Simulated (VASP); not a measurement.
Input of a VASP 6.6.1 run:

The input INCAR:

```
SYSTEM = Cs2SnI6
PREC = Accurate ; ENCUT = 600
EDIFF = 1E-6 ; ISMEAR = 0
SIGMA = 0.03 ; LREAL = .False.
LASPH = .True. ; NELM = 80
ALGO = Normal ; ISIF = 3
LWAVE = .False. ; LCHARG = .False.
GGA = PS ; IBRION = 2
NSW = 90 ; EDIFFG = -0.01
KPAR = 2
```

File KPOINTS:

```
regular mesh
0
Gamma
  6 6 6
  0 0 0
```

POSCAR

```
Cs2SnI6
1.0
    0.0000000000      5.8138000000      5.8138000000
    5.8138000000      0.0000000000      5.8138000000
    5.8138000000      5.8138000000      0.0000000000
Cs Sn I
2 1 6
Direct
    0.2500000000      0.2500000000      0.2500000000
    0.7500000000      0.7500000000      0.7500000000
    0.0000000000      0.0000000000      0.0000000000
    0.7546400000      0.2453600000      0.2453600000
    0.2453600000      0.7546400000      0.2453600000
    0.2453600000      0.7546400000      0.7546400000
    0.7546400000      0.2453600000      0.7546400000
    0.2453600000      0.2453600000      0.7546400000
    0.7546400000      0.7546400000      0.2453600000
```

Potentials or basis: VASP PAW PBE potentials, release 64 (Cs_sv, Sn_d, I).

Launch:

```bash
$ cat potpaw_PBE.64/Cs_sv/POTCAR potpaw_PBE.64/Sn_d/POTCAR potpaw_PBE.64/I/POTCAR > POTCAR
$ mpirun -np 2 vasp_std > vasp.out
```

Question: Predict the space group after relaxing (to 0.05 Å).

Answer: Fm-3m (No. 225).

Question: What does it give for the relaxed volume?

Answer: 43.08 Å³/atom.

Question: Estimate the band gap on the k mesh.

Answer: None (metal or under the smearing width).

Question: Predict the relaxed cell.

Answer: a = 8.185 Å, b = 8.185 Å, c = 8.185 Å, α = 60.00°, β = 60.00°, γ = 60.00°.

The path:
| step | energy change (eV) | largest force (eV/Å) | pressure (GPa) | volume (Å³) |
| --- | --- | --- | --- | --- |
| 1 | 0.0000 | 0.1348 | 0.10 | 393.02 |
| 2 | -0.0041 | 0.0686 | -0.07 | 394.55 |
| 3 | -0.0045 | 0.0373 | -0.15 | 395.33 |
| 4 | -0.0073 | 0.0311 | -0.12 | 393.42 |
| 5 | -0.0117 | 0.0061 | -0.03 | 387.73 |

Caveat: the PAW data sets were made with another functional, which shifts forces and pressure a little. Spin-orbit coupling is left out, which matters for the levels of Cs, I.
